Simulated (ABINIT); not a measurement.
# A GW chain in ABINIT: BAs (F-43m), part 2 of 3

How does a plane-wave GW calculation on BAs (F-43m) run from the first input to the gap?

ABINIT 10.8.3; PBE and many-body steps on it, plane waves. Known limits of the many-body steps: not at the basis limit; no spin-orbit coupling.

So far. Step 2 (Ground state): The gap is indirect, with the least direct gap 2.08 eV higher.

### 3. Bands along the symmetry lines

Level of this step: DFT, PBE, plane waves, norm-conserving pseudopotentials (ABINIT).

Levels along a band path, at the cheap level, show where the edges lie and whether the meshes to come will hold them.

Input file run.abi:

```
acell 3*1.0 Angstrom
rprim 
  -0.000000000000 2.388500000000 2.388500000000
  2.388500000000 -0.000000000000 2.388500000000
  2.388500000000 2.388500000000 -0.000000000000
ntypat 2
znucl 5 33
natom 2
typat 1 2
xred 
  0.000000000000 0.000000000000 0.000000000000
  0.250000000000 0.250000000000 0.250000000000
pp_dirpath "pseudos"
pseudos "B.upf, As.upf"
ecut 44
iscf -2
irdden 1
kptopt 0
nkpt 50
kpt 
  0.00000000 0.00000000 0.00000000
  -0.06250000 -0.06250000 0.00000000
  -0.12500000 -0.12500000 0.00000000
  -0.18750000 -0.18750000 0.00000000
  -0.25000000 -0.25000000 0.00000000
  -0.31250000 -0.31250000 0.00000000
  -0.37500000 -0.37500000 0.00000000
  -0.43750000 -0.43750000 0.00000000
  -0.50000000 -0.50000000 0.00000000
  -0.48437500 -0.48437500 0.03125000
  -0.46875000 -0.46875000 0.06250000
  -0.45312500 -0.45312500 0.09375000
  -0.43750000 -0.43750000 0.12500000
  -0.42187500 -0.42187500 0.15625000
  -0.40625000 -0.40625000 0.18750000
  -0.39062500 -0.39062500 0.21875000
  -0.37500000 -0.37500000 0.25000000
  -0.37500000 0.00000000 0.37500000
  -0.32812500 0.00000000 0.32812500
  -0.28125000 0.00000000 0.28125000
  -0.23437500 0.00000000 0.23437500
  -0.18750000 0.00000000 0.18750000
  -0.14062500 0.00000000 0.14062500
  -0.09375000 0.00000000 0.09375000
  -0.04687500 0.00000000 0.04687500
  0.00000000 0.00000000 0.00000000
  0.00000000 0.00000000 0.06250000
  0.00000000 0.00000000 0.12500000
  0.00000000 0.00000000 0.18750000
  0.00000000 0.00000000 0.25000000
  0.00000000 0.00000000 0.31250000
  0.00000000 0.00000000 0.37500000
  0.00000000 0.00000000 0.43750000
  -0.00000000 -0.00000000 0.50000000
  -0.06250000 -0.03125000 0.46875000
  -0.12500000 -0.06250000 0.43750000
  -0.18750000 -0.09375000 0.40625000
  -0.25000000 -0.12500000 0.37500000
  -0.31250000 -0.15625000 0.34375000
  -0.37500000 -0.18750000 0.31250000
  -0.43750000 -0.21875000 0.28125000
  -0.50000000 -0.25000000 0.25000000
  -0.50000000 -0.28125000 0.21875000
  -0.50000000 -0.31250000 0.18750000
  -0.50000000 -0.34375000 0.15625000
  -0.50000000 -0.37500000 0.12500000
  -0.50000000 -0.40625000 0.09375000
  -0.50000000 -0.43750000 0.06250000
  -0.50000000 -0.46875000 0.03125000
  -0.50000000 -0.50000000 0.00000000
istwfk *1
nband 23
nbdbuf 5
tolwfr 1e-07
nstep 50
prtwf 0
prtvol 0
indata_prefix "in"
outdata_prefix "out"
tmpdata_prefix "tmp"
```

Run with:

```bash
$ OMP_NUM_THREADS=1 mpirun -n 4 abinit run.abi > log
```

Numbers of over 12 decimals in the logs are rounded to 6 here.

What it wrote:

```text
.Version 10.8.3 of ABINIT. v10.8.2 released Aug 2026.

 Symmetries : space group F-4 3 m (#216); Bravais cF (face-center cubic)
[... echo of the input left out ...]
== DATASET  1 ==================================================================
-   mpi_nproc: 4, omp_nthreads: 1 (-1 if OMP is not activated)

--- !DatasetInfo
iteration_state: {dtset: 1, }
dimensions: {natom: 2, nkpt: 50, mband: 23, nsppol: 1, nspinor: 1, nspden: 1, mpw: 2637, }
cutoff_energies: {ecut:  44.0, pawecutdg:  -1.0, }
electrons: {nelect:   2.60000000E+01, charge:   0.00000000E+00, occopt:   1.00000000E+00, tsmear:   1.00000000E-02, }

 Real(R)+Recip(G) space primitive vectors, cartesian coordinates (Bohr,Bohr^-1):
 R(1)=  0.0000000  4.5136109  4.5136109  G(1)= -0.1107761  0.1107761  0.1107761
 R(2)=  4.5136109  0.0000000  4.5136109  G(2)=  0.1107761 -0.1107761  0.1107761
 R(3)=  4.5136109  4.5136109  0.0000000  G(3)=  0.1107761  0.1107761 -0.1107761
 Unit cell volume ucvol=  1.8390873E+02 bohr^3
 Angles (23,13,12)=  6.00000000E+01  6.00000000E+01  6.00000000E+01 degrees

 getcut: wavevector=  0.0000  0.0000  0.0000  ngfft=  40  40  40
         ecut(hartree)=     44.000   => boxcut(ratio)=   2.09860

--- Pseudopotential description ------------------------------------------------
- B Generated using ONCVPSP code by D. R. Hamann
-  5.00000   3.00000  171031                  znucl, zion, pspdat
12 -101130 1 -1 1534                          pspcod,pspxc,lmax,lloc,mmax
     nproj     2     2     0
  pspatm : epsatm=    3.38844616
         --- l  ekb(1:nproj) -->
             0    8.382104    1.234201
             1   -3.719492   -0.867526
 pspatm: atomic psp has been read  and splines computed

- As Generated using ONCVPSP code by D. R. Hamann
- 33.00000  23.00000  171031                  znucl, zion, pspdat
12 -101130 2 -1 1358                          pspcod,pspxc,lmax,lloc,mmax
     nproj     2     2     2
  pspatm : epsatm=   24.77333152
         --- l  ekb(1:nproj) -->
             0    4.034276   -2.353825
[...]
pspatm: atomic psp has been read  and splines computed

--------------------------------------------------------------------------------

================================================================================
 prteigrs : about to open file out_EIG
 Non-SCF case, kpt    1 (  0.00000  0.00000  0.00000), residuals and eigenvalues=
  4.73E-08  3.10E-08  9.86E-08  3.25E-08  4.74E-08  4.40E-08  6.16E-08  4.35E-08
  6.23E-08  5.23E-08  9.98E-08  1.48E-08  6.74E-08  3.26E-08  2.30E-08  6.98E-08
  7.02E-08  7.43E-08  3.65E-08  1.73E-07  1.82E-08  4.78E-08  6.47E-08
 -6.5247E+00 -4.4426E+00 -4.4426E+00 -4.4426E+00 -1.0247E+00 -1.0247E+00
 -1.0247E+00 -1.0240E+00 -1.0240E+00 -2.7205E-01  2.9395E-01  2.9395E-01
  2.9395E-01  4.1483E-01  4.1483E-01  4.1483E-01  4.6596E-01  6.4661E-01
  7.7813E-01  7.7813E-01  8.2528E-01  8.2528E-01  8.2528E-01
[...]
6.9492E-01  7.9221E-01  8.5291E-01  8.5291E-01  9.0999E-01
[...]
Non-SCF case, kpt   49 ( -0.50000 -0.46875  0.03125), residuals and eigenvalues=
[...]
9.1851E-01  9.4134E-01  9.6465E-01  1.0121E+00  1.0253E+00
 Non-SCF case, kpt   50 ( -0.50000 -0.50000  0.00000), residuals and eigenvalues=
[...]
-1.0239E+00 -1.0239E+00 -1.0235E+00 -1.1853E-01 -1.8916E-02  1.4425E-01
  1.4425E-01  3.4735E-01  3.4754E-01  7.1279E-01  7.1279E-01  7.6721E-01
  9.2923E-01  9.5732E-01  9.5732E-01  9.9230E-01  1.0172E+00

--- !ResultsGS
iteration_state: {dtset: 1, }
comment   : Summary of ground state results
lattice_vectors:
- [ -0.0000000,   4.5136109,   4.5136109, ]
- [  4.5136109,  -0.0000000,   4.5136109, ]
- [  4.5136109,   4.5136109,  -0.0000000, ]
lattice_lengths: [   6.38321,    6.38321,    6.38321, ]
lattice_angles: [ 60.000,  60.000,  60.000, ] # degrees, (23, 13, 12)
lattice_volume:   1.8390873E+02
convergence: {deltae:  0.000E+00, res2:  0.000E+00, residm:  9.996E-08, diffor:  0.000E+00, }
etotal    :  -3.08192795E+02
entropy   :   0.00000000E+00
fermie    :   2.93949411E-01
cartesian_stress_tensor: null
pressure_GPa: null
xred      :
- [  0.0000E+00,   0.0000E+00,   0.0000E+00,  B]
- [  2.5000E-01,   2.5000E-01,   2.5000E-01, As]
cartesian_forces: null
force_length_stats: {min: null, max: null, mean: null, }

 Integrated electronic density in atomic spheres:
 ------------------------------------------------
 Atom  Sphere_radius  Integrated_density
[...]
================================================================================

 ----iterations are completed or convergence reached----

 Mean square residual over all n,k,spin=   42.094E-09; max=  99.964E-09
 reduced coordinates (array xred) for    2 atoms
       0.000000000000      0.000000000000      0.000000000000
       0.250000000000      0.250000000000      0.250000000000

 cartesian coordinates (angstrom) at end:
    1      0.000000     0.000000     0.000000
    2      1.194250     1.194250     1.194250
 length scales=  1.889726125908  1.889726125908  1.889726125908 bohr
              =  1.000000000000  1.000000000000  1.000000000000 angstroms
 prteigrs : about to open file out_EIG
 Eigenvalues (hartree) for nkpt=  50  k points:
 kpt#   1, nband= 23, wtk=  1.00000, kpt=  0.0000  0.0000  0.0000 (reduced coord)
[...]
kpt#   2, nband= 23, wtk=  1.00000, kpt= -0.0625 -0.0625  0.0000 (reduced coord)
[...]
kpt#   3, nband= 23, wtk=  1.00000, kpt= -0.1250 -0.1250  0.0000 (reduced coord)
[...]
kpt#  49, nband= 23, wtk=  1.00000, kpt= -0.5000 -0.4687  0.0313 (reduced coord)
[...]
0.71038    0.76503    0.91851    0.94134    0.96465    1.01211    1.02526
 kpt#  50, nband= 23, wtk=  1.00000, kpt= -0.5000 -0.5000  0.0000 (reduced coord)
  -6.52474   -4.44253   -4.44252   -4.44252   -1.02478   -1.02409   -1.02389   -1.02389
  -1.02352   -0.11853   -0.01892    0.14425    0.14425    0.34735    0.34754    0.71279
   0.71279    0.76721    0.92923    0.95732    0.95732    0.99230    1.01716

== END DATASET(S) ==============================================================
================================================================================

 -outvars: echo values of variables after computation  --------
            nband          23
             nkpt          50
          spgroup         216
 [... the other variables as echoed above ...]

 Calculation completed.
```

It took 12 s on 4 MPI ranks of Arm Neoverse V1, shared host; peak memory 0.28 GiB; 49 s of CPU time.

This step gave:

| Item | Value |
| --- | --- |
| gap | 1.208 eV |
| k of the valence top | 0, 0, 0 |
| k of the conduction bottom | -0.375, -0.375, 0 |
| least direct gap | 3.289 eV |

The gap is 1.208 eV, as in the run before at this level.

The electronic bands at the labelled points (eV, zero at the top of the highest filled band):

```csv
point,band 10,band 11,band 12,band 13,band 14,band 15,band 16,band 17
Γ,-15.40,0.00,0.00,0.00,3.29,3.29,3.29,4.68
halfway,-14.06,-4.10,-2.70,-2.70,1.67,4.55,7.42,7.42
X,-11.22,-8.51,-4.07,-4.07,1.45,1.46,11.40,11.40
halfway,-11.19,-8.41,-4.90,-3.92,1.61,2.81,10.72,10.82
U,-11.27,-8.13,-5.94,-3.48,2.06,5.56,9.24,9.78
jump to K,-11.27,-8.13,-5.94,-3.48,2.06,5.56,9.24,9.78
halfway,-13.92,-5.13,-3.78,-1.13,3.99,4.92,5.80,7.01
Γ,-15.40,0.00,0.00,0.00,3.29,3.29,3.29,4.68
halfway,-14.40,-4.93,-1.15,-1.15,3.07,4.67,4.67,7.91
L,-12.53,-8.77,-1.82,-1.82,2.70,4.81,4.81,8.90
halfway,-11.96,-8.28,-4.55,-3.07,3.99,4.79,7.48,9.06
W,-11.07,-8.05,-5.48,-5.19,5.28,5.95,6.84,7.06
halfway,-11.15,-8.31,-4.81,-4.69,2.90,3.02,9.72,10.01
X,-11.22,-8.51,-4.07,-4.07,1.45,1.46,11.40,11.40
```

The electronic bands as a text plot (rows in eV, shown from -8.0 to 7.2 only):

```
    6.9 |                   +++++++        +            +++
    6.3 |    +                     ++    ++          +   ++
    5.6 |  +++            +   +++                   +   +  +
    5.0 |++++            +      +++  ++++    +++++++  ++ +++
    4.4 |     ++                 ++++      ++       ++ ++   +
    3.7 | +     ++      +     ++++++++  +++          ++
    3.1 |++            +    ++       +++ +++++++  +++        +
    2.5 |  ++     +        +                    ++            +
    1.8 |    +++   ++ +++++                                    ++
    1.2 |       +++++++
    0.6 |
   -0.1 |**                        ******
   -0.7 | *                      **  *  ****
   -1.3 |  **                   *  **       ****
   -2.0 |    *                **   **    **     *****
   -2.6 |    ***            **   **                 **
   -3.2 |       **        **               *          *
   -3.9 |     **  ********      ***                  * *        *
   -4.5 |             *       **                      * **   ***
   -5.1 |              **       *           *          *  ***
   -5.8 |       **       *****                          ***
   -6.4 |                     **             **
   -7.0 |         *         **
   -7.7 |          **      *                   *        *
         Γ           X  U|K            Γ         L        W     X
```

### 4. Empty states on the mesh, 6×6×6 mesh, 516 bands

The sums over transitions need many empty states on a uniform mesh; this step solves for them.

Input file run.abi:

```
acell 3*1.0 Angstrom
rprim 
  -0.000000000000 2.388500000000 2.388500000000
  2.388500000000 -0.000000000000 2.388500000000
  2.388500000000 2.388500000000 -0.000000000000
ntypat 2
znucl 5 33
natom 2
typat 1 2
xred 
  0.000000000000 0.000000000000 0.000000000000
  0.250000000000 0.250000000000 0.250000000000
pp_dirpath "pseudos"
pseudos "B.upf, As.upf"
ecut 44
ngkpt 6 6 6
nshiftk 1
shiftk 0 0 0
kptopt 1
chksymbreak 0
irdden 1
istwfk *1
nband 516
prtvol 0
optdriver 6
gwr_task "HDIAGO"
paral_kgb 0
occopt 1
indata_prefix "in"
outdata_prefix "out"
tmpdata_prefix "tmp"
```

What it wrote:

```text
[banner, memory and clock lines left out]
.Version 10.8.3 of ABINIT. v10.8.2 released Aug 2026.

 Symmetries : space group F-4 3 m (#216); Bravais cF (face-center cubic)
[... echo of the input left out ...]
== DATASET  1 ==================================================================
-   mpi_nproc: 4, omp_nthreads: 1 (-1 if OMP is not activated)

--- !DatasetInfo
iteration_state: {dtset: 1, }
dimensions: {natom: 2, nkpt: 16, mband: 516, nsppol: 1, nspinor: 1, nspden: 1, mpw: 2637, }
cutoff_energies: {ecut:  44.0, pawecutdg:  -1.0, }
electrons: {nelect:   2.60000000E+01, charge:   0.00000000E+00, occopt:   1.00000000E+00, tsmear:   1.00000000E-02, }

.Using double precision arithmetic; gwpc =  8

- Reading GS density from: in_DEN

--- Pseudopotential description ------------------------------------------------
- B Generated using ONCVPSP code by D. R. Hamann
-  5.00000   3.00000  171031                  znucl, zion, pspdat
12 -101130 1 -1 1534                          pspcod,pspxc,lmax,lloc,mmax
     nproj     2     2     0
  pspatm : epsatm=    3.38844616
         --- l  ekb(1:nproj) -->
             0    8.382104    1.234201
             1   -3.719492   -0.867526
 pspatm: atomic psp has been read  and splines computed

- As Generated using ONCVPSP code by D. R. Hamann
- 33.00000  23.00000  171031                  znucl, zion, pspdat
12 -101130 2 -1 1358                          pspcod,pspxc,lmax,lloc,mmax
     nproj     2     2     2
  pspatm : epsatm=   24.77333152
         --- l  ekb(1:nproj) -->
             0    4.034276   -2.353825
             1   -6.723548   -2.113112
             2  -10.105298   -4.355719
 pspatm: atomic psp has been read  and splines computed

   7.32206220E+02                                ecore*ucvol(ha*bohr**3)

 Total charge density [el/Bohr^3]
)     Maximum=    7.0999E+00  at reduced coord.    0.2000    0.3000    0.3000
)     Minimum=    4.5090E-03  at reduced coord.    0.7500    0.7500    0.7500
   Integrated=    2.6000E+01

 === KS gaps after direct diagonalization ===
 Indirect band gap semiconductor
 Fundamental gap:     1.293 (eV)
   VBM:     7.999 (eV) at k: [ 0.0000E+00,  0.0000E+00,  0.0000E+00]
   CBM:     9.292 (eV) at k: [ 3.3333E-01,  3.3333E-01,  0.0000E+00]
 Direct gap:         3.289 (eV) at k: [ 0.0000E+00,  0.0000E+00,  0.0000E+00]

== END DATASET(S) ==============================================================

 -outvars: echo values of variables after computation  --------
           etotal      0.0000000000E+00
            nband         516
             nkpt          16
          spgroup         216
 [... the other variables as echoed above ...]

 Calculation completed.
```

It took 62 s on 4 MPI ranks; peak memory 1.7 GiB; 4.1 min of CPU time.

Numbers from this step:

```yaml
gap: 1.293 eV
k_of_the_valence_top: 0, 0, 0
k_of_the_conduction_bottom: 0.3333, 0.3333, 0
least_direct_gap: 3.289 eV
k_points_computed: 16
lowest_point_of_the_top_converged_band_above_the_valence_top: 374.9317 eV
```

On this mesh the gap is 1.293 eV. The earlier step found 1.208 eV, so this mesh misses an edge.

### 5. Screening, 6×6×6 mesh, 354 bands, screening to 390.5 eV

The RPA dielectric matrix is built and inverted for each q.

This step: RPA screening on PBE, plane waves, norm-conserving pseudopotentials.

Changes to run.abi since step 4:

```diff
@@ -20,10 +20,11 @@
 chksymbreak 0
-irdden 1
 istwfk *1
-nband 516
-prtvol 0
-optdriver 6
-gwr_task "HDIAGO"
-paral_kgb 0
 occopt 1
+irdwfk 1
+optdriver 3
+nband 354
+ecuteps 14.35
+inclvkb 2
+awtr 1
+symchi 1
 indata_prefix "in"
```

What it wrote:

```text
.Version 10.8.3 of ABINIT. v10.8.2 released Aug 2026.

 Symmetries : space group F-4 3 m (#216); Bravais cF (face-center cubic)
[... echo of the input left out ...]
== DATASET  1 ==================================================================
-   mpi_nproc: 4, omp_nthreads: 1 (-1 if OMP is not activated)

--- !DatasetInfo
iteration_state: {dtset: 1, }
dimensions: {natom: 2, nkpt: 16, mband: 354, nsppol: 1, nspinor: 1, nspden: 1, mpw: 2637, }
cutoff_energies: {ecut:  44.0, pawecutdg:  -1.0, }
electrons: {nelect:   2.60000000E+01, charge:   0.00000000E+00, occopt:   1.00000000E+00, tsmear:   1.00000000E-02, }

 SCREENING: Calculation of the susceptibility and dielectric matrices

 Based on a program developped by R.W. Godby, V. Olevano, G. Onida, and L. Reining.
 Incorporated in ABINIT by V. Olevano, G.-M. Rignanese, and M. Torrent.
.Using double precision arithmetic ; gwpc =  8

[... cell and pseudopotentials left out ...]
--------------------------------------------------------------------------------

 ==== K-mesh for the wavefunctions ====
 Number of points in the irreducible wedge :    16
[... list of points left out ...]
 Together with 24 symmetry operations and time-reversal symmetry
 yields   216 points in the full Brillouin Zone.

 ==== Q-mesh for the screening function ====
 Number of points in the irreducible wedge :    16
[... list of points left out ...]
 Together with 24 symmetry operations and time-reversal symmetry
 yields   216 points in the full Brillouin Zone.

 setmesh: FFT mesh size selected  =    30x   30x   30
          total number of points  =        27000

 vcoul_init : cutoff-mode = AUXILIARY_FUNCTION
 q-points for optical limit:   1
     1)      0.000010    0.000020    0.000030

- screening: taking advantage of time-reversal symmetry
- Maximum band index for partially occupied states nbvw = 13
- Remaining bands to be divided among processors   nbcw = 341
- Number of bands treated by each node ~85

 Number of electrons calculated from density =   26.0000; Expected =   26.0000
 average of density, n =  0.141374
 r_s =    1.1908
 omega_plasma =   36.2695 [eV]

 calculating chi0 at frequencies [eV] :
  1    0.000000E+00    0.000000E+00
  2    0.000000E+00    3.626946E+01

--------------------------------------------------------------------------------
  q-point number  1        q = ( 0.000000, 0.000000, 0.000000) [r.l.u.]
--------------------------------------------------------------------------------
[... chi0 elements left out ...]
 For q-point:  0.000010 0.000020 0.000030
  dielectric constant =  10.5149
  dielectric constant without local fields =  11.5192

  Average fulfillment of the sum rule on Im[epsilon] for q-point    1 :     87.31  [%]
[... wings left out ...]
  q-point number  2        q = ( 0.166667, 0.000000, 0.000000) [r.l.u.]
--------------------------------------------------------------------------------
[... chi0 elements left out ...]
  Average fulfillment of the sum rule on Im[epsilon] for q-point    2 :     98.02  [%]

 [... 14 further q-points ...]
```

Elapsed: 27 min, on 4 MPI ranks; peak memory 3.6 GiB; 1.8 h of CPU time.

Numbers from this step:

- ε∞ with local fields, on this mesh, along the program's q direction: 10.51
- the same without local fields: 11.52
- plasma frequency: 36.27 eV
- plane waves in the screening matrix: 531

Local fields lower ε∞ by 9 %.

[end of part 2 of 3]

[Paths, hosts, dates, memory and timing lines, banners, echoed tables and standing remarks are left out of the program output.]

[Logs are printed without paths, hosts, clocks, repeated set-up lines and the standing remarks that a program may print on its own settings, such as how far it seeks lower states.]

[Runs of the session that timed out or met a known fault of the program may be left out.]

[Hosts, paths, dates, database ids (printed as entryN), source tags and the programs' standing remarks are cut or masked in the printed files.]

[G0W0 gaps are taken among the corrected bands and points alone; a level outside them can change the order at an edge.]

[Where Ansatz stands beside ABINIT at settings called matched, ABINIT's density can come from a denser mesh and the files from another edition; pairs whose starting gaps differed by over 0.03 eV were left out, so agreement reads better than it is.]
